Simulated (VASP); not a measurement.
# HgSe (strained zincblende): a r²SCAN single-point calculation in VASP

INCAR

```
EDIFF = 1E-7
ISIF = 2
LCHARG = .FALSE.
LWAVE = .FALSE.
LREAL = .FALSE.
IBRION = -1
PREC = Accurate
METAGGA = R2SCAN
ENCUT = 520
ALGO = Normal
LASPH = .TRUE.
NSW = 0
ISMEAR = -1
SIGMA = 0.02
NBANDS = 16
NELM = 120
```

KPOINTS

```
KPOINTS created by Atomic Simulation Environment
0
Gamma
8 8 8
0 0 0
```

KPOINTS_OPT

```
special points
6
Reciprocal
0.0000000000 0.0000000000 0.0000000000 1
-0.5000000000 -0.5000000000 0.0000000000 1
-0.3750000000 -0.3750000000 0.2500000000 1
-0.3750000000 0.0000000000 0.3750000000 1
0.0000000000 0.0000000000 0.5000000000 1
-0.5000000000 -0.2500000000 0.2500000000 1
```

POSCAR

```
Hg Se
 1.0000000000000000
     0.0000000000000000    3.1545183991000001    3.1545183991000001
     3.1545183991000001    0.0000000000000000    3.1545183991000001
     3.1545183991000001    3.1545183991000001    0.0000000000000000
 Hg  Se
   1   1
Cartesian
  0.0000000000000000  0.0000000000000000  0.0000000000000000
  1.5772591995500000  1.5772591995500000  1.5772591995500000
```

VASP ran with the recommended PBE PAW datasets (18 valence electrons in the cell).

Command

```
mpirun -np 1 vasp_std
```

OSZICAR

```
N       E                     dE             d eps       ncg     rms          rms(c)
DAV:   1     0.473298253744E+02    0.47330E+02   -0.84380E+03   936   0.101E+03
DAV:   2    -0.652664569175E+02   -0.11260E+03   -0.10505E+03  1048   0.239E+02
DAV:   3    -0.695570137244E+02   -0.42906E+01   -0.42742E+01  1144   0.485E+01
DAV:   4    -0.695735087826E+02   -0.16495E-01   -0.16494E-01  1104   0.308E+00
DAV:   5    -0.695735941929E+02   -0.85410E-04   -0.85410E-04  1200   0.200E-01    0.585E+00
DAV:   6    -0.641193766837E+02    0.54542E+01   -0.29033E+00   992   0.228E+01    0.822E+00
DAV:   7    -0.641134175458E+02    0.59591E-02   -0.18747E-01  1040   0.415E+00    0.524E+00
DAV:   8    -0.641202697201E+02   -0.68522E-02   -0.59940E-02  1056   0.272E+00    0.922E-01
DAV:   9    -0.641223570696E+02   -0.20873E-02   -0.63274E-03  1184   0.651E-01    0.284E-01
DAV:  10    -0.641221565595E+02    0.20051E-03   -0.11303E-03  1064   0.340E-01    0.885E-02
DAV:  11    -0.641221667820E+02   -0.10222E-04   -0.24474E-04  1208   0.125E-01    0.371E-02
DAV:  12    -0.641221658082E+02    0.97380E-06   -0.28610E-05  1096   0.675E-02    0.746E-03
DAV:  13    -0.641221663956E+02   -0.58745E-06   -0.34130E-06  1096   0.146E-02    0.163E-03
DAV:  14    -0.641221664134E+02   -0.17801E-07   -0.10220E-07   808   0.328E-03
   1 F= -.64122166E+02 E0= -.64122088E+02  d E =-.156824E-03
       N       E                     dE             ncg
DAV:   1     0.854930366864E+03   -0.28999E+04      192
DAV:   2     0.188407763773E+03   -0.66652E+03      224
DAV:   3     0.164927072799E+03   -0.23481E+02      208
DAV:   4     0.164834745153E+03   -0.92328E-01      272
DAV:   5     0.164834256207E+03   -0.48895E-03      208
DAV:   6     0.164834250761E+03   -0.54466E-05      280
DAV:   7     0.164834250678E+03   -0.82413E-07      216
```

From OUTCAR

```
k-points           NKPTS =     29   k-points in BZ     NKDIM =     29   number of bands    NBANDS=     16

   NELECT =      18.0000    total number of electrons

   dimension x,y,z NGX =    36 NGY =   36 NGZ =   36
   dimension x,y,z NGXF=    72 NGYF=   72 NGZF=   72

  energy-cutoff  :      520.00
  volume of cell :       62.78
      direct lattice vectors                 reciprocal lattice vectors
     0.000000000  3.154518399  3.154518399    -0.158502800  0.158502800  0.158502800
     3.154518399  0.000000000  3.154518399     0.158502800 -0.158502800  0.158502800
     3.154518399  3.154518399  0.000000000     0.158502800  0.158502800 -0.158502800

 k-points in reciprocal lattice and weights: KPOINTS created by Atomic Simulation Env
   0.00000000  0.00000000  0.00000000       0.002
   0.12500000  0.00000000  0.00000000       0.016
   0.25000000  0.00000000  0.00000000       0.016
   0.37500000  0.00000000  0.00000000       0.016
   0.50000000  0.00000000  0.00000000       0.008
   0.12500000  0.12500000  0.00000000       0.012
   0.25000000  0.12500000  0.00000000       0.047
   0.37500000  0.12500000  0.00000000       0.047
   ...

 E-fermi :   0.4712

 k-point     1 :       0.0000    0.0000    0.0000
  band No.  band energies     occupation
      1     -12.7487      2.00000
      2      -6.3502      2.00000
      3      -6.3502      2.00000
      4      -6.3502      2.00000
      5      -5.7425      2.00000
      6      -5.7425      2.00000
      7      -0.3286      2.00000
      8       0.4569      1.34201
      9       0.4569      1.34201
     10       0.4569      1.34200
     11       6.5167      0.00000
     12       6.5167      0.00000
     13       6.5167      0.00000
     14       9.0496      0.00000
     15      12.1439      0.00000
     16      12.1439      0.00000

 k-point     2 :       0.1250    0.0000    0.0000
  band No.  band energies     occupation
      1     -12.6958      2.00000
      2      -6.3251      2.00000
      3      -6.3251      2.00000
      4      -6.3136      2.00000
      5      -5.7438      2.00000
      6      -5.7438      2.00000
      7      -1.2529      2.00000
      8       0.3284      1.99841
      9       0.3284      1.99841
     10       1.1589      0.00000
     11       6.0951      0.00000
     12       6.7075      0.00000
     13       6.7075      0.00000
     14      10.0659      0.00000
     15      11.3258      0.00000
     16      11.3258      0.00000

 k-point     3 :       0.2500    0.0000    0.0000
  band No.  band energies     occupation
      1     -12.5649      2.00000
      2      -6.2688      2.00000
      3      -6.2688      2.00000
      4      -6.1633      2.00000
      5      -5.7393      2.00000
      6      -5.7393      2.00000
      7      -2.5517      2.00000
      8       0.0377      2.00000
      9       0.0377      2.00000
     10       1.7082      0.00000
     11       6.1475      0.00000
     12       7.0477      0.00000
     13       7.0477      0.00000
     14      10.3187      0.00000
     15      11.0356      0.00000
     16      11.0356      0.00000

 k-point     4 :       0.3750    0.0000    0.0000
  band No.  band energies     occupation
      1     -12.4294      2.00000
      2      -6.2219      2.00000
      3      -6.2219      2.00000
      4      -5.8270      2.00000
      5      -5.7203      2.00000
      6      -5.7203      2.00000
      7      -3.7582      2.00000
      8      -0.2334      2.00000
      9      -0.2334      2.00000
     10       1.8265      0.00000
     11       6.9922      0.00000
     12       7.1815      0.00000
     13       7.1815      0.00000
     14       9.9701      0.00000
     15      11.7316      0.00000
     16      11.7316      0.00000

 k-point     5 :       0.5000    0.0000    0.0000
  band No.  band energies     occupation
      1     -12.3720      2.00000
      2      -6.2060      2.00000
      3      -6.2060      2.00000
      4      -5.7072      2.00000
      5      -5.7072      2.00000
      6      -5.4905      2.00000
      7      -4.4193      2.00000
      8      -0.3416      2.00000
      9      -0.3416      2.00000
     10       1.8210      0.00000
     11       7.1816      0.00000
     12       7.1816      0.00000
     13       7.5520      0.00000
     14       9.9830      0.00000
     15      12.6625      0.00000
     16      12.6625      0.00000

 k-point     6 :       0.1250    0.1250    0.0000
  band No.  band energies     occupation
      1     -12.6781      2.00000
      2      -6.3337      2.00000
      3      -6.3005      2.00000
      4      -6.3005      2.00000
      5      -5.7594      2.00000
      6      -5.7301      2.00000
      7      -1.3410      2.00000
      8       0.1253      2.00000
      9       0.1253      2.00000
     10       1.5371      0.00000
     11       5.6371      0.00000
     12       6.9670      0.00000
     13       6.9670      0.00000
     14      10.1132      0.00000
     15      10.5443      0.00000
     16      12.2174      0.00000

 k-point     7 :       0.2500    0.1250    0.0000
  band No.  band energies     occupation
      1     -12.5730      2.00000
      2      -6.2866      2.00000
      3      -6.2402      2.00000
      4      -6.2057      2.00000
      5      -5.7661      2.00000
      6      -5.7182      2.00000
      7      -2.2724      2.00000
      8      -0.2035      2.00000
      9      -0.1913      2.00000
     10       2.1619      0.00000
     11       5.3937      0.00000
     12       7.2272      0.00000
     13       7.4137      0.00000
     14       9.7239      0.00000
     15      11.5165      0.00000
     16      11.9196      0.00000

 k-point     8 :       0.3750    0.1250    0.0000
  band No.  band energies     occupation
      1     -12.4385      2.00000
      2      -6.2268      2.00000
      3      -6.1868      2.00000
      4      -5.9652      2.00000
      5      -5.7304      2.00000
      6      -5.7044      2.00000
      7      -3.4019      2.00000
      8      -0.5826      2.00000
      9      -0.4625      2.00000
     10       2.4446      0.00000
     11       5.9763      0.00000
     12       7.1980      0.00000
     13       7.6160      0.00000
     14      10.2798      0.00000
     15      11.4534      0.00000
     16      12.2865      0.00000

 k-point     9 :       0.5000    0.1250    0.0000
  band No.  band energies     occupation
      1     -12.3543      2.00000
      2      -6.1944      2.00000
      3      -6.1684      2.00000
      4      -5.7586      2.00000
      5      -5.7039      2.00000
      6      -5.5095      2.00000
      7      -4.2669      2.00000
      8      -0.8883      2.00000
      9      -0.5195      2.00000
     10       2.4735      0.00000
     11       6.5047      0.00000
     12       7.5367      0.00000
     13       7.5433      0.00000
     14      10.6325      0.00000
     15      11.8540      0.00000
     16      12.7366      0.00000

 k-point    10 :      -0.3750    0.1250    0.0000
  band No.  band energies     occupation
      1     -12.3734      2.00000
      2      -6.1903      2.00000
      3      -6.1862      2.00000
      4      -5.7546      2.00000
      5      -5.7303      2.00000
      6      -5.6135      2.00000
      7      -4.0447      2.00000
      8      -0.9669      2.00000
      9      -0.3454      2.00000
     10       2.4566      0.00000
     11       6.6971      0.00000
     12       7.2337      0.00000
     13       7.4021      0.00000
     14      10.8740      0.00000
     15      11.4417      0.00000
     16      12.3855      0.00000

 k-point    11 :      -0.2500    0.1250    0.0000
  band No.  band energies     occupation
      1     -12.4836      2.00000
      2      -6.2366      2.00000
      3      -6.2165      2.00000
      4      -6.0497      2.00000
      5      -5.7569      2.00000
      6      -5.7062      2.00000
      7      -3.0422      2.00000
      8      -0.7489      2.00000
      9      -0.0270      2.00000
     10       2.3241      0.00000
     11       6.1821      0.00000
     12       6.9960      0.00000
     13       7.1999      0.00000
     14      10.4960      0.00000
     15      11.0782      0.00000
     16      12.1195      0.00000

 k-point    12 :      -0.1250    0.1250    0.0000
  band No.  band energies     occupation
      1     -12.6167      2.00000
      2      -6.2968      2.00000
      3      -6.2744      2.00000
      4      -6.2472      2.00000
      5      -5.7581      2.00000
      6      -5.7286      2.00000
      7      -1.9790      2.00000
      8      -0.2336      2.00000
      9       0.2605      1.99995
     10       1.8071      0.00000
     11       5.8110      0.00000
     12       6.8614      0.00000
     13       7.0642      0.00000
     14      10.5139      0.00000
     15      11.0387      0.00000
     16      11.1568      0.00000

 ...

  Total       -0.9552311     -0.9552311     -0.9552311      0.0000000      0.0000000      0.0000000
  in kB      -24.3775379    -24.3775379    -24.3775379      0.0000000      0.0000000      0.0000000
  external PRESSURE =     -24.3775379 kB  Pullay stress =       0.0000000 kB

 POSITION                                       TOTAL-FORCE (eV/Angst)
 -----------------------------------------------------------------------------------
      0.00000      0.00000      0.00000         0.000000      0.000000      0.000000
      1.57726      1.57726      1.57726        -0.000000     -0.000000     -0.000000
 -----------------------------------------------------------------------------------
    total drift:                                0.000000      0.000000      0.000000

  FREE ENERGIE OF THE ION-ELECTRON SYSTEM (eV)
  ---------------------------------------------------
  free  energy   TOTEN  =       -64.1221664134 eV

  energy  without entropy=      -64.1220095894  energy(sigma->0) =      -64.12208800
```

```json
{
 "gap between bands v and c": "0.00 eV",
 "least direct gap": "0.00 eV",
 "pressure": "-2.4 GPa"
}
```

Band v is the last that the valence electrons fill when counted band by band, and c is the next.

The run took about 89 s on one core of a shared host (Intel Xeon Platinum 8488C) and held 0.22 GiB at most.
